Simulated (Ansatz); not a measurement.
# Ti2Co (Fd-3m) in Ansatz: reference runs

Reference runs on Ti2Co: the cell as given and a disturbed copy.

Program: Ansatz 0.2.0. These are calculated values, not measurements. Logs are shortened: lines on timing, memory, paths and dates and some standing lists are left out, and cuts for length are marked.

## (1) The crystal as given

The structure is cubic, space group Fd-3m (No. 227). The conventional cell has a = 6.730 Å, b = 6.730 Å, c = 6.730 Å, α = 90.00°, β = 90.00°, γ = 90.00°. Around Co (site symmetry -43m) lie 12 Ti at 2.79 Å and 4 Co at 2.91 Å. Ti (site symmetry -3m) has 6 Ti at 2.38 Å as nearest neighbours.

## (2) Single point, PBEsol, collinear spin, ferromagnetic start

Contents of input.yaml:

```yaml
crystal:
  lattice:
    - [0.0, 3.365, 3.365]
    - [3.365, 0.0, 3.365]
    - [3.365, 3.365, 0.0]
  atoms:
    - { symbol: Co, position: [0.75, 0.75, 0.75], spin: 2.0 }
    - { symbol: Co, position: [0.5, 0.5, 0.5], spin: 2.0 }
    - { symbol: Ti, position: [0.125, 0.625, 0.125], spin: 1.0 }
    - { symbol: Ti, position: [0.125, 0.125, 0.625], spin: 1.0 }
    - { symbol: Ti, position: [0.625, 0.125, 0.125], spin: 1.0 }
    - { symbol: Ti, position: [0.125, 0.125, 0.125], spin: 1.0 }
hamiltonian:
  xc: pbesol
  pseudopotentials: { kind: paw }
magnetization:
  spin_polarized: true
kpoints:
  mp_grid: { grid: [7, 7, 7] }
scf:
  occupations: { method: fermi_dirac, width: 0.05 }
output:
  forces: true
  stress: true
  eigenvalues: true
```

Potentials or basis: Ansatz PAW.

On the command line:

```console
> ansatz run input.yaml --threads 2 --pin off --max-ram 5632MiB --backend cpu --events-out ev --progress --plain --runs-dir out
```

Output:

```text
Warning: RAYON_NUM_THREADS=2 ignored (pool sized by the plan → 2); use --threads N
Engine: ansatz 0.2.0, x86_64-unknown-linux-gnu
Pseudopotentials: kind: paw
Pseudopotential: Co, paw, valence charge 17, recommended cutoff 420 eV (normal), Co.paw.azcp
Pseudopotential: Ti, paw, valence charge 12, recommended cutoff 420 eV (normal), Ti.paw.azcp
Functional definition: PBEsol
  exchange = pbesol_x
  correlation = pbesol_c
Crystal: 6 atoms, lattice volume = 76.205 Å³
Basis set: ecut = 420 eV, 1459 PW (Γ), exchange–correlation on 64×64×64 points (8 copies of the dense FFT grid, shifted against one another)
Bands: 54, of which v1, the nominal top of the filled ones, is band 41 counted from 1 (40 counted from 0)
Symmetry: 48 space group operations
Space group: Fd-3m (ITA 227), of the structure as read, at distance tolerance 4.2e-5 Å
Magnetic group: BNS 227.128 (UNI 1630), of the structure as read, at distance tolerance 4.2e-5 Å
k-points: 20 of 343
Non-local potential: Co, projectors of the file, l = 0: 3, l = 1: 2, l = 2: 3, l = 3: 1
Non-local potential: Ti, projectors of the file, l = 0: 3, l = 1: 2, l = 2: 3, l = 3: 1
PAW form: soft (Blöchl's): semilocal exchange-correlation on the pseudo side does not see the compensation charge
PAW frozen core: Co, regenerated for the run's functional, and the local potential with it (the file was generated under x = pbe(κ = 0.804, μ = 0.2195149727645171), c = pbe(β = 0.06672455060314922))
PAW frozen core: Ti, regenerated for the run's functional, and the local potential with it (the file was generated under x = pbe(κ = 0.804, μ = 0.2195149727645171), c = pbe(β = 0.06672455060314922))
PAW one-centre angular grid: Co, 590 points (default); XC on 64 Gauss nodes
PAW one-centre angular grid: Ti, 590 points (default); XC on 64 Gauss nodes
Initial density: superposition of atomic densities (chi_scale 0.1, normalization cell)
Starting moments: Σ|m| = 8 μB on 6 of 6 sites
Initial wavefunctions: pseudopotential atomic-orbital guess
Functional: x = pbesol(κ = 0.804, μ = 0.12345679012345678), c = pbesol(β = 0.046)
SCF iter   1: F=—  HF=-20075.087666 eV  |F-HF|=—  |Δ(HF+E_count)|=         —  Δρ=1.37e-1 (↑1.37e-1 ↓4.93e-2)  dr2=8.01e0  dr2_m=5.05e0  M=2.428 μB ∫|m|=2.778 μB  β_m=0.30  ethr=3.10e-3  ⟨swp⟩=5.0  Hψ=6639  notcnv=0
Mixer restart at iter 1: flushing history
preconditioner: auto → Kerker (q_TF=auto, 2.762 Å⁻¹)  [metal: Δε(μ)=0.002 eV  Ē_g=4.772 eV  σ=0.050 eV  W_gap=0.01  n_scr=26 (ndim 8)  ℏωp=24.8 eV  f_vac=0.000  D(μ)=9.06/eV (n_scr^D=136)]
spin=Collinear: Kerker preconditioning applied to the charge; magnetization (m = ρ↑ − ρ↓) channel mixes plain (no charge-response kernel on spin).
SCF iter   2: F=—  HF=-20075.145544 eV  |F-HF|=—  |Δ(HF+E_count)|=   5.79e-2  Δρ=6.90e-2 (↑6.90e-2 ↓5.28e-2)  dr2=1.27e0  dr2_m=2.39e0  M=2.318 μB ∫|m|=2.684 μB  β_m=0.46  ethr=3.10e-3  ⟨swp⟩=2.0  Hψ=3517  notcnv=0  defer=118
SCF iter   3: F=—  HF=-20077.929377 eV  |F-HF|=—  |Δ(HF+E_count)|=    2.78e0  Δρ=3.75e-2 (↑3.75e-2 ↓2.27e-2)  dr2=6.17e-1  dr2_m=5.53e-1  M=1.903 μB ∫|m|=2.345 μB  β_m=0.53  ethr=1.55e-3  ⟨swp⟩=2.0  Hψ=3320  notcnv=0  defer=114
SCF iter   4: F=—  HF=-20078.598126 eV  |F-HF|=—  |Δ(HF+E_count)|=   6.69e-1  Δρ=1.91e-2 (↑3.08e-3 ↓1.91e-2)  dr2=2.11e-1  dr2_m=6.07e-2  M=1.417 μB ∫|m|=1.944 μB  β_m=0.76  ethr=7.53e-4  ⟨swp⟩=2.2  Hψ=3413  notcnv=0  defer=119
SCF iter   5: F=—  HF=-20078.612283 eV  |F-HF|=—  |Δ(HF+E_count)|=   1.42e-2  Δρ=1.52e-2 (↑3.51e-3 ↓1.52e-2)  dr2=1.54e-1  dr2_m=5.68e-2  M=1.009 μB ∫|m|=1.482 μB  β_m=0.88  ethr=2.57e-4  ⟨swp⟩=2.0  Hψ=3108  notcnv=0  defer=140
SCF iter   6: F=—  HF=-20078.629598 eV  |F-HF|=—  |Δ(HF+E_count)|=   1.73e-2  Δρ=5.43e-3 (↑5.43e-3 ↓2.53e-3)  dr2=3.23e-3  dr2_m=1.08e-2  M=1.020 μB ∫|m|=1.391 μB  β_m=0.94  ethr=1.88e-4  ⟨swp⟩=2.0  Hψ=3224  notcnv=0  defer=146
SCF iter   7: F=—  HF=-20078.630099 eV  |F-HF|=—  |Δ(HF+E_count)|=   5.00e-4  Δρ=2.03e-3 (↑2.03e-3 ↓6.21e-4)  dr2=5.12e-3  dr2_m=3.62e-4  M=0.989 μB ∫|m|=1.322 μB  β_m=0.97  ethr=3.94e-6  ⟨swp⟩=2.0  Hψ=3040  notcnv=0  defer=144
SCF iter   8: F=—  HF=-20078.629970 eV  |F-HF|=—  |Δ(HF+E_count)|=   1.29e-4  Δρ=8.04e-4 (↑7.40e-4 ↓8.04e-4)  dr2=4.33e-5  dr2_m=4.04e-4  M=0.954 μB ∫|m|=1.266 μB  β_m=0.99  ethr=3.94e-6  ⟨swp⟩=2.0  Hψ=2885  notcnv=0  defer=144
SCF iter   9: F=—  HF=-20078.629986 eV  |F-HF|=—  |Δ(HF+E_count)|=   1.67e-5  Δρ=3.56e-4 (↑3.26e-4 ↓3.56e-4)  dr2=2.12e-4  dr2_m=9.04e-7  M=0.935 μB ∫|m|=1.230 μB  β_m=0.99  ethr=5.28e-8  ⟨swp⟩=2.1  Hψ=3900  notcnv=0  defer=144
SCF iter  10: F=—  HF=-20078.629993 eV  |F-HF|=—  |Δ(HF+E_count)|=   7.17e-6  Δρ=7.96e-5 (↑3.10e-5 ↓7.96e-5)  dr2=8.82e-6  dr2_m=7.16e-7  M=0.934 μB ∫|m|=1.226 μB  β_m=1.00  ethr=5.28e-8  ⟨swp⟩=2.0  Hψ=3846  notcnv=0  defer=144
SCF iter  11: F=—  HF=-20078.629994 eV  |F-HF|=—  |Δ(HF+E_count)|=   8.69e-7  Δρ=6.07e-5 (↑2.22e-5 ↓6.07e-5)  dr2=1.12e-6  dr2_m=1.15e-6  M=0.935 μB ∫|m|=1.227 μB  β_m=0.99  ethr=1.08e-8  ⟨swp⟩=2.0  Hψ=2659  notcnv=0  defer=144
SCF iter  12: F=—  HF=-20078.629994 eV  |F-HF|=—  |Δ(HF+E_count)|=   1.19e-7  Δρ=9.36e-6 (↑5.68e-6 ↓9.36e-6)  dr2=1.67e-7  dr2_m=2.55e-9  M=0.936 μB ∫|m|=1.229 μB  β_m=0.89  ethr=1.36e-9  ⟨swp⟩=2.0  Hψ=2794  notcnv=0  defer=144
SCF iter  13: F=—  HF=-20078.629994 eV  |F-HF|=—  |Δ(HF+E_count)|=   6.06e-9  Δρ=5.94e-6 (↑8.90e-7 ↓5.94e-6)  dr2=2.91e-8  dr2_m=4.67e-9  M=0.936 μB ∫|m|=1.229 μB  β_m=0.87  ethr=2.03e-10  ⟨swp⟩=1.8  Hψ=2386  notcnv=0  defer=144
SCF iter  14: F=—  HF=-20078.629994 eV  |F-HF|=—  |Δ(HF+E_count)|=  6.51e-10  Δρ=5.84e-7 (↑5.84e-7 ↓1.45e-7)  dr2=1.53e-10  dr2_m=7.24e-11  M=0.936 μB ∫|m|=1.229 μB  β_m=0.93  ethr=3.55e-11  ⟨swp⟩=1.9  Hψ=2591  notcnv=0  defer=144
SCF iter  15: F=-20078.629994 eV  HF=-20078.629994 eV  |F-HF|=1.82e-10  |Δ(HF+E_count)|=  3.27e-11  Δρ=3.22e-7 (↑2.11e-7 ↓3.22e-7)  dr2=2.06e-10  dr2_m=2.40e-12  M=0.936 μB ∫|m|=1.229 μB  ethr=1.00e-12  ⟨swp⟩=6.3  Hψ=6036  notcnv=0
SCF 1 converged in 15 iterations: F = -20078.629994 eV  dr2 = 2.06e-10
SCF converged after 15 iterations
Magnetization: 0.9356 μB (41.4678 up, 40.5322 down)
Absolute magnetization: 1.2494 μB (∫|ρ↑−ρ↓|, with the PAW one-centre terms)
Spin contamination: 0.0642 ħ² per cell (⟨S²⟩ above its minimum at these occupations)
Per-site moments (μB) at R_I (Å): [(0.4871153257740701, 1.1509206245156731), (0.4871153257740694, 1.1509206245156731), (0.012040354433549658, 0.981508406460752), (0.012040354433549883, 0.981508406460752), (0.01204035443354992, 0.981508406460752), (0.012040354433550074, 0.981508406460752)]
Free energy (F): -20078.629994 eV
Harris-Foulkes:  -20078.629994 eV  (|F-HF|=1.82e-10)
Internal energy: -20078.560165 eV  (E = F + TS)
E sigma→0 (E₀):  -20078.595080 eV
Entropy (-TS):   -0.069829 eV (-11.638 meV/atom)
Fermi energy:    17.064172 eV
--- Per-component energies (eV) ---
  E_band       = -937.593260
  E_kinetic    = 2032.327936
  E_local      = -8945.223882  (includes V_loc(G=0)·N_el)
  E_nonlocal   = 952.887175
  E_hartree    = 3797.560050
  E_xc         = -711.511768
  E_vxc        = -907.417901  (∫ρ·V_xc dr)
  E_paw        = -7060.728020  (= ΣΔE_a)
  E_vpaw       = -1665.288294  (= ΣTr[D̂ρ^β])
  E_aug_tail   = 0.000560  (compensation charges beyond the density's cutoff)
  E_ewald      = -10144.806592
  E_core_change = 0.934376  (= ΣΔE_core)
  E_smearing   = -0.069829  (= −TS)
  E_closure    = 0.000000  (closes the sum)
  Σ components = -20078.629994   (vs F -20078.629994, Δ=0.00e0)
--- Forces (eV/Å), atoms counted from 1 ---
  atom   1  Co    -0.00000000     0.00000000     0.00000000
  atom   2  Co    -0.00000000     0.00000000     0.00000000
  atom   3  Ti     0.00000000    -0.00000000    -0.00000000
  atom   4  Ti     0.00000000    -0.00000000    -0.00000000
  atom   5  Ti     0.00000000    -0.00000000     0.00000000
  atom   6  Ti     0.00000000    -0.00000000    -0.00000000
  max |Σ_I F_I| component: 6.94e-18 eV/Å
--- Stress (GPa, compression-positive) ---
       15.850953      -0.000000       0.000000
       -0.000000      15.850953       0.000000
        0.000000       0.000000      15.850953
  P = ⅓ Tr σ = 15.8510 GPa (158.510 kbar)
--- Band table (eV; the first three rows and the last of 40) ---
  k-point 0 ↑: bands = ["-77.4080", "-77.4040", "-40.8068", "-40.8068", "-40.8068", "-40.7909", "-40.7909", "-40.7909", "-38.9599", "-38.2311", "-38.2311", "-38.2311", "-17.1674", "-15.7082", "-15.7082", "-15.7082", "-15.2352", "-15.2352", "-14.1506", "-14.1506", "-14.1506", "-13.9160", "-13.9160", "-13.9160", "10.5161", "12.6949", "14.3857", "14.3857", "14.3857", "14.7340", "14.7340", "14.7340", "15.3678", "15.3678", "15.7984", "15.7984", "15.7984", "15.8866", "15.8866", "16.9874", "16.9874", "16.9874", "17.0128", "17.0128", "21.0829", "21.0829", "21.0829", "21.3600", "21.3600", "21.3600", "21.4595", "21.5931", "21.5931", "21.7209"]
  k-point 1 ↑: bands = ["-77.4078", "-77.4041", "-40.8070", "-40.8070", "-40.8067", "-40.7914", "-40.7907", "-40.7907", "-38.9344", "-38.2597", "-38.2313", "-38.2313", "-17.0762", "-15.6860", "-15.6662", "-15.6662", "-15.2144", "-15.2144", "-14.2076", "-14.2076", "-14.1504", "-14.0572", "-13.9324", "-13.9324", "10.7578", "12.9102", "14.4168", "14.4485", "14.4485", "14.4832", "14.8297", "14.8297", "15.4160", "15.4160", "15.8294", "15.8294", "15.8550", "15.9426", "15.9426", "16.9579", "16.9649", "16.9649", "17.1167", "17.1167", "20.3711", "20.5834", "20.5834", "21.0438", "21.0438", "21.0483", "21.1289", "21.3656", "21.3656", "22.1940"]
  k-point 2 ↑: bands = ["-77.4074", "-77.4045", "-40.8076", "-40.8076", "-40.8068", "-40.7922", "-40.7901", "-40.7901", "-38.8674", "-38.3336", "-38.2318", "-38.2318", "-16.8526", "-15.5940", "-15.5751", "-15.5751", "-15.1286", "-15.1286", "-14.4345", "-14.3874", "-14.3874", "-14.1500", "-13.9529", "-13.9529", "11.4391", "13.3675", "13.9474", "14.5795", "14.5795", "14.6219", "15.0677", "15.0677", "15.4269", "15.4269", "15.8428", "15.9721", "15.9721", "16.1324", "16.1324", "16.8634", "16.8654", "16.8654", "17.5427", "17.5427", "19.0812", "19.5512", "19.5512", "19.9942", "20.7636", "20.7636", "20.9721", "21.3317", "21.3317", "21.9801"]
  k-point 19 ↓: bands = ["-76.8405", "-76.8400", "-40.2586", "-40.2572", "-40.2478", "-40.2445", "-40.2352", "-40.2348", "-38.6421", "-38.5427", "-38.2211", "-38.2206", "-16.1346", "-15.8017", "-15.3048", "-15.2713", "-15.0624", "-15.0031", "-14.7324", "-14.7286", "-14.4626", "-14.3835", "-14.2080", "-14.0578", "13.3950", "13.5479", "14.3859", "14.6563", "15.2070", "15.3372", "15.5345", "15.5879", "15.7244", "15.9492", "16.0757", "16.1993", "16.3637", "16.6332", "16.6821", "16.8712", "16.9201", "17.0045", "17.9582", "18.0293", "18.0452", "18.6668", "18.6774", "19.2459", "19.7287", "19.9928", "20.0686", "20.2384", "21.1255", "21.2250"]
```

It took 8.6 s on 2 threads of AMD EPYC 7R13 (Zen 3), shared host; peak memory 0.53 GiB.

Results:

| Quantity | Value |
| --- | --- |
| Free energy | -20078.6300 eV |
| Pressure | 15.9 GPa |
| Band gap on the k mesh | none (metal or under the smearing width) |
| Net moment | 0.94 μB per cell |
| Absolute moment | 1.25 μB per cell |
| Site moments | Co +0.49; Ti +0.01 μB |

Caveat: so large a pressure means that the cell lies far from this level's equilibrium, or that cutoff or potentials fall short; the PAW data sets come from PBE, with cores solved anew for the run's functional, which leaves a small shift of forces and pressure.

## (3) Single point, PBEsol, collinear spin, ferromagnetic start (atoms moved at random, drawn with an rms of 0.05 Å)

Contents of input.yaml:

```yaml
crystal:
  lattice:
    - [0.0, 3.365, 3.365]
    - [3.365, 0.0, 3.365]
    - [3.365, 3.365, 0.0]
  atoms:
    - { symbol: Co, position: [0.748739, 0.74424, 0.747992], spin: 2.0 }
    - { symbol: Co, position: [0.490724, 0.49833, 0.503678], spin: 2.0 }
    - { symbol: Ti, position: [0.118931, 0.620958, 0.13162], spin: 1.0 }
    - { symbol: Ti, position: [0.129358, 0.121703, 0.624907], spin: 1.0 }
    - { symbol: Ti, position: [0.611322, 0.126421, 0.125155], spin: 1.0 }
    - { symbol: Ti, position: [0.123727, 0.134707, 0.129234], spin: 1.0 }
hamiltonian:
  xc: pbesol
  pseudopotentials: { kind: paw }
magnetization:
  spin_polarized: true
kpoints:
  mp_grid: { grid: [7, 7, 7] }
scf:
  occupations: { method: fermi_dirac, width: 0.05 }
output:
  forces: true
  stress: true
  eigenvalues: true
  write_density: true
  write_potential: true
  elf: true
  volumetric_format: npy
```

Potentials or basis: Ansatz PAW.

On the command line:

```console
> ansatz run input.yaml --threads 2 --pin off --max-ram 5632MiB --backend cpu --events-out ev --progress --plain --runs-dir out
```

Output:

```text
Warning: RAYON_NUM_THREADS=2 ignored (pool sized by the plan → 2); use --threads N
[... 7 set-up lines as earlier in the session ...]
Crystal: 6 atoms, lattice volume = 76.205 Å³
Basis set: ecut = 420 eV, 1459 PW (Γ), exchange–correlation on 64×64×64 points (8 copies of the dense FFT grid, shifted against one another)
Bands: 54, of which v1, the nominal top of the filled ones, is band 41 counted from 1 (40 counted from 0)
Symmetry: 1 space group operations
Space group: P1 (ITA 1), of the structure as read, at distance tolerance 4.2e-5 Å
Magnetic group: BNS 1.1 (UNI 1), of the structure as read, at distance tolerance 4.2e-5 Å
k-points: 172 of 343 (time reversal used)
[... 8 set-up lines as earlier in the session ...]
[... 70 lines left out ...]
  E_kinetic    = 2032.747183
  E_local      = -8956.170249  (includes V_loc(G=0)·N_el)
  E_nonlocal   = 953.273497
  E_hartree    = 3802.828945
  E_xc         = -711.543546
  E_vxc        = -907.461775  (∫ρ·V_xc dr)
  E_paw        = -7061.043630  (= ΣΔE_a)
  E_vpaw       = -1665.793030  (= ΣTr[D̂ρ^β])
  E_aug_tail   = 0.000576  (compensation charges beyond the density's cutoff)
  E_ewald      = -10139.496078
  E_core_change = 0.934376  (= ΣΔE_core)
  E_smearing   = -0.068736  (= −TS)
  E_closure    = 0.000000  (closes the sum)
  Σ components = -20078.537662   (vs F -20078.537662, Δ=0.00e0)
--- Forces (eV/Å), atoms counted from 1 ---
  atom   1  Co     0.18417535     0.01944615     0.04276077
  atom   2  Co    -0.02049468     0.05676448     0.13224428
  atom   3  Ti     0.85612257    -0.61155491     0.63073960
  atom   4  Ti     0.64862290     0.70464160    -0.59246155
  atom   5  Ti    -0.82741089     0.85025791     0.85302965
  atom   6  Ti    -0.84101712    -1.01955361    -1.06630944
  max |Σ_I F_I| component: 3.31e-6 eV/Å
--- Stress (GPa, compression-positive) ---
       16.270169      -0.014029      -0.127755
       -0.014029      16.334573      -0.267506
       -0.127755      -0.267506      16.128339
  P = ⅓ Tr σ = 16.2444 GPa (162.444 kbar)
--- Band table (eV; the first three rows and the last of 344) ---
  k-point 0 ↑: bands = ["-77.5267", "-77.3195", "-40.9288", "-40.9190", "-40.9091", "-40.7166", "-40.7151", "-40.7090", "-38.9717", "-38.2301", "-38.2275", "-38.2150", "-17.1884", "-15.7250", "-15.7230", "-15.7051", "-15.2446", "-15.2324", "-14.1447", "-14.1387", "-14.1339", "-13.9108", "-13.9040", "-13.8865", "10.5128", "12.7107", "14.3597", "14.3791", "14.3985", "14.7134", "14.7273", "14.7312", "15.3497", "15.3571", "15.7694", "15.7782", "15.7935", "15.8855", "15.8930", "16.9552", "16.9821", "16.9893", "17.0123", "17.0207", "21.0407", "21.0867", "21.0961", "21.2978", "21.3065", "21.3509", "21.4895", "21.5772", "21.6071", "21.7005"]
  k-point 1 ↑: bands = ["-77.5267", "-77.3195", "-40.9289", "-40.9191", "-40.9093", "-40.7168", "-40.7151", "-40.7091", "-38.9468", "-38.2582", "-38.2276", "-38.2151", "-17.0991", "-15.7033", "-15.6829", "-15.6634", "-15.2222", "-15.2114", "-14.2028", "-14.1960", "-14.1347", "-14.0491", "-13.9191", "-13.9013", "10.7543", "12.9235", "14.3940", "14.4377", "14.4570", "14.4729", "14.8137", "14.8255", "15.3899", "15.3953", "15.8122", "15.8208", "15.8579", "15.9346", "15.9457", "16.9388", "16.9513", "16.9581", "17.1115", "17.1335", "20.3498", "20.5619", "20.5865", "21.0041", "21.0477", "21.0759", "21.1352", "21.3517", "21.3953", "22.1890"]
  k-point 2 ↑: bands = ["-77.5267", "-77.3196", "-40.9289", "-40.9191", "-40.9096", "-40.7172", "-40.7150", "-40.7091", "-38.8819", "-38.3299", "-38.2281", "-38.2155", "-16.8809", "-15.6184", "-15.5931", "-15.5727", "-15.1343", "-15.1254", "-14.4336", "-14.3766", "-14.3643", "-14.1343", "-13.9389", "-13.9207", "11.4350", "13.3741", "13.9381", "14.5671", "14.5748", "14.6099", "15.0456", "15.0535", "15.3938", "15.4059", "15.8487", "15.9464", "15.9787", "16.1114", "16.1485", "16.8367", "16.8574", "16.8653", "17.5391", "17.5552", "19.0682", "19.5325", "19.5639", "20.0002", "20.7521", "20.7786", "20.9942", "21.3166", "21.3551", "21.9877"]
  k-point 171 ↓: bands = ["-76.9341", "-76.7335", "-40.3477", "-40.3367", "-40.3296", "-40.1478", "-40.1451", "-40.1369", "-38.7664", "-38.4195", "-38.2186", "-38.1970", "-16.5358", "-15.5376", "-15.4500", "-15.3265", "-15.1140", "-14.9540", "-14.7898", "-14.6195", "-14.5544", "-14.1816", "-14.0164", "-13.9491", "12.8404", "13.2683", "13.8037", "14.8531", "14.9282", "14.9947", "15.5431", "15.5851", "15.7476", "15.7863", "16.2391", "16.3592", "16.5070", "16.7203", "16.8284", "16.8927", "16.9482", "17.0096", "17.9031", "18.2440", "18.2838", "18.5006", "18.8080", "19.4646", "20.0356", "20.1959", "20.7761", "21.0288", "21.1762", "21.3089"]
```

rho_z.tsv:

```text
# z_ang	rho[e/angstrom^3]	rho_spin[e/angstrom^3]
# format = ansatz-planar-average/11
# lattice	0.000000000	3.365000000	3.365000000
# lattice	3.365000000	0.000000000	3.365000000
# lattice	3.365000000	3.365000000	0.000000000
# sites	6
# site	27	5.021360680	5.036499815	5.023874335
# site	27	3.371756920	3.346162730	3.328166710
# site	22	2.532424970	0.843104115	2.489726485
# site	22	2.512342650	2.538101725	0.844820265
# site	22	0.846553240	2.478245105	2.482505195
# site	22	0.888161465	0.851213765	0.869630410
0.000000	8.233479e-1	-7.264784e-4
0.148713	1.142284e0	-9.593406e-5
0.297427	1.449042e0	1.572601e-3
0.446140	1.667435e0	3.518074e-3
0.594854	1.754968e0	4.480348e-3
0.743567	1.700575e0	3.844986e-3
[... 24 lines left out ...]
4.461402	4.341560e-1	1.220967e-3
4.610115	5.722467e-1	-2.639954e-4
```

Wall time 5.2 min (2 threads of AMD EPYC 7R13 (Zen 3), shared host); peak memory 1.6 GiB.

What came out:

```
Free energy            : -20078.5377 eV
Pressure               : 16.2 GPa
Largest force          : 1.698 eV/Å
Band gap on the k mesh : none (metal or under the smearing width)
Net moment             : 0.99 μB per cell
Absolute moment        : 1.30 μB per cell
Site moments           : Co +0.69, +0.33; Ti +0.01, +0.02 μB
```

Forces on the atoms (eV/Å):
```
Co   0.184  0.019  0.043
Co  -0.020  0.057  0.132
Ti   0.856 -0.612  0.631
Ti   0.649  0.705 -0.592
Ti  -0.827  0.850  0.853
Ti  -0.841 -1.020 -1.066
```

Caveat: the PAW data sets come from PBE, with cores solved anew for the run's functional, which leaves a small shift of forces and pressure.
